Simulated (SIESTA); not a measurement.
Runs of SIESTA 5.4.2 on TePb. Symmetry: Fm-3m, No. 225, cubic system. The conventional cell has a = 6.462 Å, b = 6.462 Å, c = 6.462 Å, α = 90.00°, β = 90.00°, γ = 90.00°. Pb (site symmetry m-3m) has 6 Te at 3.23 Å as nearest neighbours. Te (site symmetry m-3m) is surrounded by 6 Pb at 3.23 Å. 

```tsv
task	level	potentials or basis	spin	cell	k mesh	optimiser	force tolerance	stress tolerance (GPa)	energy shift	pressure (GPa)	V0 of scaled cells (Å³/atom)	B0 (GPa)
equation of state	vdW-DF-C09	PseudoDojo 0.4 standard (PBE files), DZP (energy shift 0.002 Ry)	off	as given	7 × 7 × 7	-	-	-	0.002 Ry	-	34.31	42
band structure	PBE	PseudoDojo 0.4 standard (PBE files), SZ (energy shift 0.005 Ry)	off	as given	7 × 7 × 7	-	-	-	0.005 Ry	(b)	-	-
single point	B86bPBE	PseudoDojo 0.4 standard (PBE files, fully relativistic), DZP (energy shift 0.002 Ry)	non-collinear, ferromagnetic start, SOC	as given	5 × 5 × 5	-	-	-	0.002 Ry	3.2	-	-
equation of state	vdW-DF-cx	PseudoDojo 0.4 standard (PBE files), DZP (energy shift 0.002 Ry)	off	as given	7 × 7 × 7	-	-	-	0.002 Ry	-	34.56	(a)
equation of state	WC	PseudoDojo 0.4 standard (PBEsol files), DZP (energy shift 0.002 Ry)	off	as given	7 × 7 × 7	-	-	-	0.002 Ry	-	(c)	44
band structure	SVWN5	PseudoDojo 0.4 standard (LDA files), DZP (energy shift 0.002 Ry)	off	as given	7 × 7 × 7	-	-	-	0.002 Ry	-0.9	-	-
relaxation of cell and atoms	PBEGcGxLO	PseudoDojo 0.4 standard (PBE files), DZP (energy shift 0.002 Ry)	off	relaxed	5 × 5 × 5	Broyden	0.01 eV/Å	0.05	0.002 Ry	0.0	-	-
single point	PBE	PseudoDojo 0.4 standard (PBE files), DZP (energy shift 0.002 Ry)	off	as given	7 × 7 × 7	-	-	-	0.002 Ry	3.0	-	-
```

Alike in all rows: smearing fermi-dirac 0.05 eV; grid cutoff 500 Ry.

Q: Fill in the values left out.

A: (a) 40; (b) 4.6; (c) 34.08.

Caveats: the basis of atomic orbitals isn't converged, which shifts pressures, moduli and gaps; semicore shells carry a single zeta, which can move pressures by several GPa and volumes by a few percent (some runs); the potentials were made for another functional, which shifts forces and pressure (some runs); the basis has no polarisation orbitals (some runs).

Not every run made on this cell is shown here.
